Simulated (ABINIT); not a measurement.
# In (P6_3/mmc) in ABINIT: convergence with smearing width

Aim: find how far smearing width must go before the results for In settle, at r2SCAN. This setting moves, with any that are tied to it; all else stays.

All numbers are computed with ABINIT 10.8.3 (patched build); they aren't measurements. Logs are shortened: lines on timing, memory, paths and dates and some standing lists are left out, and cuts for length are marked. The log counts tension as positive stress, the text compression.

## (1) Starting point

It takes space group P6_3/mmc (No. 194, hexagonal). Conventional cell: a = 3.335 Å, b = 3.335 Å, c = 5.509 Å, α = 90.00°, β = 90.00°, γ = 120.00°. In (site symmetry -6m2) is surrounded by 12 In at 3.34 to 3.36 Å.

This isn't the form of In at room conditions, which is tetragonal.

## (2) With smearing width 0.272 eV

run.abi reads:

```
# Pseudopotentials
pp_dirpath "./"
pseudos "In.GGA_PBE-JTH.xml"

# Structure
acell 6.3031527308 6.3031527309 10.4107713002
rprim
     1.0000000000     0.0000000000     0.0000000000
    -0.5000000000     0.8660254038     0.0000000000
     0.0000000000     0.0000000000     1.0000000000
ntypat 1
znucl 49
natom 2
typat 1 1
xred
     0.6666666667     0.3333333333     0.7500000000
     0.3333333333     0.6666666667     0.2500000000

# Plane-wave basis
ecut 26.0
pawecutdg 48.0

# k points
kptopt 1
ngkpt 9 9 5
nshiftk 1
shiftk 0.0 0.0 0.0

# Exchange and correlation
ixc -497498
usekden 1
pawxcdev 0

# Bands and occupations
nband 17
occopt 7
tsmear 0.272 eV

# SCF cycle
nstep 100
tolvrs 1.0e-7

# Output
iomode 3
prtwf 0
prtden 0
prteig 0
prtebands 0
enunit 2
```

Potentials or basis: JTH PAW PBE v2.0.

Launch:

```
abinit run.abi > log 2>&1
```

run.abo:

```text
.Version 10.8.3 of ABINIT
 Symmetries : space group P6_3/m m c (#194); Bravais hP (primitive hexag.)
================================================================================
 Values of the parameters that define the memory need of the present run
     intxc =       0    ionmov =       0      iscf =      17    lmnmax =      18
     lnmax =       6     mgfft =      48  mpssoang =       3    mqgrid =    3247
     natom =       2  nloc_mem =       2    nspden =       1   nspinor =       1
    nsppol =       1      nsym =      24    n1xccc =       1    ntypat =       1
    occopt =       7   xclevel =       2
       mpw =        2283          nfft =       43200          nkpt =          36
 PAW method is used; the additional fine FFT grid is defined by:
   mgfftf=        72    nfftf =    115200
================================================================================
================================================================================

--------------------------------------------------------------------------------
------------- Echo of variables that govern the present computation ------------
--------------------------------------------------------------------------------
 -outvars: echo values of preprocessed input variables --------
            acell      6.3031527308E+00  6.3031527309E+00  1.0410771300E+01 Bohr
              amu      1.14820000E+02
             ecut      2.60000000E+01 Hartree
           enunit           2
              ixc     -497498
         kptrlatt        9    0    0      0    9    0      0    0    5
          kptrlen      5.20538565E+01
            natom           2
            nband          17
            ngfft          30      30      48
          ngfftdg          40      40      72
             nkpt          36
            nstep         100
             nsym          24
           ntypat           1
           occopt           7
        pawecutdg      4.80000000E+01 Hartree
         pawxcdev           0
           prtden           0
        prtebands           0
           prteig           0
          prtkden           1
            prtwf           0
            rprim      1.0000000000E+00  0.0000000000E+00  0.0000000000E+00
                      -5.0000000000E-01  8.6602540380E-01  0.0000000000E+00
                       0.0000000000E+00  0.0000000000E+00  1.0000000000E+00
          spgroup         194
           tolvrs      1.00000000E-07
           tsmear      9.99581563E-03 Hartree
            typat      1  1
          usekden           1
           useylm           1
           xangst      1.6677423898E+00  9.6287151776E-01  4.1318571872E+00
                      -1.7639282173E-11  1.9257430355E+00  1.3772857291E+00
            xcart      3.1515763654E+00  1.8195634630E+00  7.8080784752E+00
                      -3.3333412365E-11  3.6391269260E+00  2.6026928251E+00
             xred      6.6666666667E-01  3.3333333333E-01  7.5000000000E-01
                       3.3333333333E-01  6.6666666667E-01  2.5000000000E-01
            znucl       49.00000

[... 126 lines left out ...]
    1      1.66774238984995     0.96287151775649     4.13185718718853
    2     -0.00000000001764     1.92574303551298     1.37728572906284

 cartesian forces (hartree/bohr) at end:
    1      0.00000000000000    -0.00000000000000    -0.00000000000000
    2     -0.00000000000000     0.00000000000000     0.00000000000000
 frms,max,avg= 3.9462143E-28 5.9193214E-28   0.000E+00  0.000E+00  0.000E+00 h/b

 cartesian forces (eV/Angstrom) at end:
    1      0.00000000000000    -0.00000000000000    -0.00000000000000
    2     -0.00000000000000     0.00000000000000     0.00000000000000
 frms,max,avg= 2.0292250E-26 3.0438374E-26   0.000E+00  0.000E+00  0.000E+00 e/A
 length scales=  6.303152730800  6.303152730900 10.410771300200 bohr
              =  3.335484779718  3.335484779770  5.509142916251 angstroms
 Fermi (or HOMO) energy (hartree) =   0.21040   Average Vxc (hartree)=  -0.40290
 Eigenvalues (hartree) for nkpt=  36  k points:
 kpt#   1, nband= 17, wtk=  0.00247, kpt=  0.0000  0.0000  0.0000 (reduced coord)
  -0.35252   -0.35020   -0.34912   -0.34912   -0.34809   -0.34809   -0.34536   -0.34536
  -0.33842   -0.33842   -0.15652    0.03961    0.07785    0.53399    0.53399    0.60374
   0.60600
      occupation numbers for kpt#   1
   2.00000    2.00000    2.00000    2.00000    2.00000    2.00000    2.00000    2.00000
   2.00000    2.00000    2.00000    2.00000    2.00000    0.00000    0.00000    0.00000
   0.00000
 prteigrs : prtvol=0 or 1, do not print more k-points.

 Fermi (or HOMO) energy (eV) =   5.72536   Average Vxc (eV)= -10.96350
 Eigenvalues (   eV  ) for nkpt=  36  k points:
 kpt#   1, nband= 17, wtk=  0.00247, kpt=  0.0000  0.0000  0.0000 (reduced coord)
  -9.59266   -9.52936   -9.50000   -9.50000   -9.47193   -9.47193   -9.39766   -9.39766
  -9.20889   -9.20889   -4.25904    1.07794    2.11849   14.53060   14.53060   16.42861
  16.49008
 prteigrs : prtvol=0 or 1, do not print more k-points.

--- !EnergyTerms
iteration_state     : {dtset: 1, }
comment             : Components of total free energy in Hartree
kinetic             :  2.79211182281095E+01
hartree             :  3.84332841654126E+01
xc                  : -1.45152546660604E+01
Ewald energy        : -8.65905105060494E+01
psp_core            :  3.72318849063009E+00
local_psp           : -1.06731098971664E+02
PAW spherical_terms :  5.98233903092353E+01
internal            : -7.79358829503867E+01
'-kT*entropy'       : -1.59728525657033E-03
total_energy        : -7.79374802356433E+01
total_energy_eV     : -2.12078687773060E+03
...

--- !EnergyTermsDC
iteration_state     : {dtset: 1, }
comment             : '"Double-counting" decomposition of free energy'
band_energy         : -6.53843785183390E+00
Ewald energy        : -8.65905105060494E+01
psp_core            :  3.72318849063009E+00
xc_dc               : -4.35600097449840E+01
PAW spherical_terms :  5.50298922776219E+01
internal            : -7.79358773346153E+01
'-kT*entropy'       : -1.59728525657033E-03
total_energy_dc     : -7.79374746198719E+01
total_energy_dc_eV  : -2.12078672491767E+03
...

--- !EnergyTermsWithPAWCore
iteration_state     : {dtset: 1, }
comment             : 'Components of total free energy, including PAW core contributions'
Total energy        : -1.17644767997625E+04
Total energy DC     : -1.17644767941468E+04
Total energy (eV)   : -3.20127722180221E+05
Total energy DC (eV): -3.20127722027408E+05
...

 Cartesian components of stress tensor (hartree/bohr^3)
  sigma(1 1)=  2.30126868E-05  sigma(3 2)=  0.00000000E+00
  sigma(2 2)=  2.30126861E-05  sigma(3 1)=  0.00000000E+00
  sigma(3 3)=  5.39401416E-06  sigma(2 1)=  9.54173891E-14

-Cartesian components of stress tensor (GPa)         [Pressure= -5.0427E-01 GPa]
- sigma(1 1)=  6.77056622E-01  sigma(3 2)=  0.00000000E+00
- sigma(2 2)=  6.77056601E-01  sigma(3 1)=  0.00000000E+00
- sigma(3 3)=  1.58697375E-01  sigma(2 1)=  2.80727651E-09

== END DATASET(S) ==============================================================
================================================================================

 -outvars: echo values of variables after computation  --------
            acell      6.3031527308E+00  6.3031527309E+00  1.0410771300E+01 Bohr
           etotal     -7.7937474620E+01
            fcart      3.4175217871E-28 -5.9193213711E-28 -5.0515687549E-32
                      -3.4175217871E-28  5.9193213711E-28  5.0515687549E-32
            rprim      1.0000000000E+00  0.0000000000E+00  0.0000000000E+00
                      -5.0000000000E-01  8.6602540380E-01  0.0000000000E+00
                       0.0000000000E+00  0.0000000000E+00  1.0000000000E+00
           strten      2.3012686823E-05  2.3012686118E-05  5.3940141568E-06
                       0.0000000000E+00  0.0000000000E+00  9.5417389115E-14
           xangst      1.6677423898E+00  9.6287151776E-01  4.1318571872E+00
                      -1.7639282173E-11  1.9257430355E+00  1.3772857291E+00
             xred      6.6666666667E-01  3.3333333333E-01  7.5000000000E-01
                       3.3333333333E-01  6.6666666667E-01  2.5000000000E-01
 Calculation completed.
```

Wall time 2.1 min (1 thread of Arm Neoverse V1, shared host); peak memory 0.17 GiB.

Results:

```yaml
Free_energy: -2120.7867 eV
Pressure: -0.5 GPa
Band_gap_on_the_k_mesh: none (metal or under the smearing width)
Valence_electrons_inside_the_program's_atomic_spheres: In 11.10 (radii [1.3264] Å)
```

## (3) With smearing width 0.2 eV

Edit run.abi of step 2 so:

```diff
@@ -36,3 +36,3 @@
 occopt 7
-tsmear 0.272 eV
+tsmear 0.2 eV
```

Potentials or basis: JTH PAW PBE v2.0.

Launch:

```
abinit run.abi > log 2>&1
```

Wall time 2.1 min (1 thread of Arm Neoverse V1, shared host); peak memory 0.17 GiB.

It converged, with:

```yaml
Free_energy: -2120.7763 eV
Pressure: -0.6 GPa
Band_gap_on_the_k_mesh: none (metal or under the smearing width)
Valence_electrons_inside_the_program's_atomic_spheres: In 11.10 (radii [1.3264] Å)
```

## (4) With smearing width 0.136 eV

Edit run.abi of step 3 so:

```diff
@@ -36,3 +36,3 @@
 occopt 7
-tsmear 0.2 eV
+tsmear 0.136 eV
```

Launch:

```
abinit run.abi > log 2>&1
```

Wall time 2.1 min (1 thread of Arm Neoverse V1, shared host); peak memory 0.17 GiB.

It converged, with:

| Quantity | Value |
| --- | --- |
| Free energy | -2120.7689 eV |
| Pressure | -0.6 GPa |
| Band gap on the k mesh | none (metal or under the smearing width) |
| Valence electrons inside the program's atomic spheres | In 11.10 (radii [1.3264] Å) |

## (5) With smearing width 0.1 eV

Edit run.abi of step 4 so:

```diff
@@ -36,3 +36,3 @@
 occopt 7
-tsmear 0.136 eV
+tsmear 0.1 eV
```

Launch:

```
abinit run.abi > log 2>&1
```

Run time: 2.2 min. Hardware: 1 thread of Arm Neoverse V1, shared host; peak memory 0.17 GiB.

Results (log left out):

```
Free energy                                           : -2120.7656 eV
Pressure                                              : -0.7 GPa
Band gap on the k mesh                                : none (metal or under the smearing width)
Valence electrons inside the program's atomic spheres : In 11.10 (radii [1.3264] Å)
```

## (6) With smearing width 0.05 eV

Edit run.abi of step 5 so:

```diff
@@ -36,3 +36,3 @@
 occopt 7
-tsmear 0.1 eV
+tsmear 0.05 eV
```

Potentials or basis: JTH PAW PBE v2.0.

Launch:

```
abinit run.abi > log 2>&1
```

It took 2.2 min on 1 thread of Arm Neoverse V1, shared host; peak memory 0.17 GiB.

It converged, with:

* Free energy: -2120.7624 eV
* Pressure: -0.7 GPa
* Band gap on the k mesh: none (metal or under the smearing width)
* Valence electrons inside the program's atomic spheres: In 11.10 (radii [1.3264] Å)

## (7) With smearing width 0.025 eV

Edit run.abi of step 6 so:

```diff
@@ -36,3 +36,3 @@
 occopt 7
-tsmear 0.05 eV
+tsmear 0.025 eV
```

Launch:

```
abinit run.abi > log 2>&1
```

Run time: 2.1 min. Hardware: 1 thread of Arm Neoverse V1, shared host; peak memory 0.17 GiB.

The run converged. Its results:

```
Free energy                                           : -2120.7619 eV
Pressure                                              : -0.7 GPa
Band gap on the k mesh                                : none (metal or under the smearing width)
Valence electrons inside the program's atomic spheres : In 11.10 (radii [1.3264] Å)
```

## (8) With smearing width 0.01 eV

Edit run.abi of step 7 so:

```diff
@@ -36,3 +36,3 @@
 occopt 7
-tsmear 0.025 eV
+tsmear 0.01 eV
```

Launch:

```
abinit run.abi > log 2>&1
```

Wall time 2.1 min (1 thread of Arm Neoverse V1, shared host); peak memory 0.17 GiB.

The run converged. Its results:

```
Free energy                                           : -2120.7618 eV
Pressure                                              : -0.7 GPa
Valence electrons inside the program's atomic spheres : In 11.10 (radii [1.3264] Å)
```

## (9) Summary

| smearing width | energy less the tightest run, at zero smearing (meV/atom) | pressure (GPa) | SCF cycles | CPU time (s) | peak memory (GiB) |
| --- | --- | --- | --- | --- | --- |
| 0.272 eV | -1.57 | -0.50 | 9 | 130 | 0.17 |
| 0.2 eV | -0.70 | -0.56 | 9 | 130 | 0.17 |
| 0.136 eV | -0.12 | -0.62 | 9 | 130 | 0.17 |
| 0.1 eV | 0.17 | -0.65 | 9 | 130 | 0.17 |
| 0.05 eV | 0.23 | -0.71 | 9 | 130 | 0.17 |
| 0.025 eV | 0.02 | -0.74 | 9 | 120 | 0.17 |
| 0.01 eV | 0.00 | -0.74 | 9 | 130 | 0.17 |

Against the tightest run, the energy stays within 1 meV/atom from 0.2 eV on; the pressure stays within 0.1 GPa from 0.1 eV on. Narrower smearing needs a denser k mesh, so at a fixed mesh the narrowest width isn't the most accurate. The tightest run that finished is the yardstick and may itself not be fully converged.

Caveats: totals of a meta-GGA on PAW files have another zero than those of a GGA; the PAW data sets were made with another functional, which shifts forces and pressure a little.
